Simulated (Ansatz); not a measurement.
# VH₂ under strain

These are results of DFT PBEsol, scalar-relativistic, plane waves, PAW (Ansatz), not measurements. (420 eV cutoff, 12×12×8 k-mesh, Gaussian smearing of 0.10 eV, no spin polarisation)

The relaxed crystal:

```xyz
6
Lattice="2.0821 2.0821 0.0000 -2.0821 2.0821 0.0000 0.0000 0.0000 4.1642" Properties=species:S:1:pos:R:3 pbc="T T T"
V     0.0000    0.0000    0.0000
V     0.0000    2.0821    2.0821
H    -1.0410    1.0410    3.1231
H     1.0410    1.0410    3.1231
H     1.0410    1.0410    1.0410
H    -1.0410    1.0410    1.0410
```

Deformation: biaxial strain in the a-b plane, with the length and tilt of c and the atoms relaxed, all within the symmetry that the strain leaves. Energies are extrapolated to zero smearing.

(1) Give the structure at -3.0 %.

Results:

(1)
```xyz
6
Lattice="2.0196 2.0196 0.0000 -2.0196 2.0196 0.0000 0.0000 0.0000 4.2736" Properties=species:S:1:pos:R:3 pbc="T T T"
V     0.0000    0.0000    0.0000
V     0.0000    2.0196    2.1368
H    -1.0098    1.0098    3.2052
H     1.0098    1.0098    3.2052
H     1.0098    1.0098    1.0684
H    -1.0098    1.0098    1.0684
```
Space group I4/mmm (139), 11.9 meV/atom over the relaxed crystal.